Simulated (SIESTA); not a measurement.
Crystal: Fe.

```xyz
1
Lattice="-1.4430 1.4430 1.4430 1.4430 -1.4430 1.4430 1.4430 1.4430 -1.4430" Properties=species:S:1:pos:R:3 pbc="T T T"
Fe    0.0000    0.0000    0.0000
```

Base run:

* Program: SIESTA 5.4.2
* Functional: LDA
* Potentials or basis: PseudoDojo 0.4 standard (LDA files)
* Basis: DZP (energy shift 0.003 Ry; two zetas on semicore shells)
* Grid cutoff: 800 Ry
* Energy shift: 0.003 Ry
* k mesh: 13 × 13 × 13
* Occupations: fermi-dirac, width 0.05 eV
* Spin: collinear spin, ferromagnetic start
* Starting moments: [3.0] μB

Its results: band gap on the k mesh none (metal or under the smearing width); pressure -25.7 GPa; net moment 2.27 μB per cell; site moments Fe +2.27 μB.

Q: The run is repeated on the same cell with these changes: functional from LDA to PBEsol; potentials or basis from PseudoDojo 0.4 standard (LDA files) to PseudoDojo 0.4 standard (PBEsol files). What comes out?

A: Band gap on the k mesh none (metal or under the smearing width); pressure -17.2 GPa; net moment 2.36 μB per cell; site moments Fe +2.36 μB.

Caveats: short orbitals over semicore shells can move pressures by several GPa; the basis of atomic orbitals isn't converged, which shifts pressures, moduli and gaps; so large a pressure means that the cell lies far from this level's equilibrium, or that cutoff or potentials fall short (some runs).

Not every run made on this cell is shown here.
